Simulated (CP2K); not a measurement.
MgSe under changes of volume

One of the cells (20.246 Å³/atom); the others are scaled copies at fixed shape and fractional positions:

```
CELL_PARAMETERS angstrom
3.85444 0.00000 0.00000
1.92722 3.33804 0.00000
1.92722 1.11268 3.14714
ATOMIC_POSITIONS crystal
Se 0.50000 0.50000 0.50000
Mg 0.00000 0.00000 0.00000
```

- Program: CP2K 2026.2
- Functional: LDA
- Potentials or basis: GTH_POTENTIALS Se GTH-PADE-q6, Mg GTH-PADE-q10; TZVP-MOLOPT-PBE-GTH basis
- Density cutoff: 19048 eV
- k mesh: 8 × 8 × 8
- Occupations: fermi-dirac, width 0.05 eV
- Spin: no spin polarisation

```csv
volume (Å³/atom),energy over the lowest point (meV/atom),pressure (GPa),gap on the mesh (eV)
19.031,15.53,4.4,1.62
19.436,6.42,2.8,1.58
19.841,1.39,1.2,1.55
20.246,0.00,-0.1,1.52
20.651,?,?,?
21.056,6.76,-2.5,1.46
21.461,14.28,-3.5,1.43
```

Question: What does the run at 20.651 Å³/atom give?

Answer: Energy over the lowest point 1.89 meV/atom; pressure -1.4 GPa; gap on the mesh 1.49 eV.

Worked out: A Birch-Murnaghan fit of order 3 (a polynomial in V^(-2/3)) to the other rows has its minimum at 20.21 Å³/atom with B0 = V·E''(V) = 65 GPa and B' = 4.3. It gives 1.90 meV/atom at 20.651 Å³/atom, against the run's 1.89, and -dE/dV = -1.4 GPa, against -1.4. A straight line through the other rows of the gap, of slope -1.55 eV per unit of ln V, gives 1.49 eV, against the run's 1.49.

Energies are extrapolated to zero smearing.

Caveats: the basis of atomic orbitals isn't converged, which shifts pressures, moduli and gaps.

A mesh can miss the band edges. Spin-orbit coupling on Se is left out.
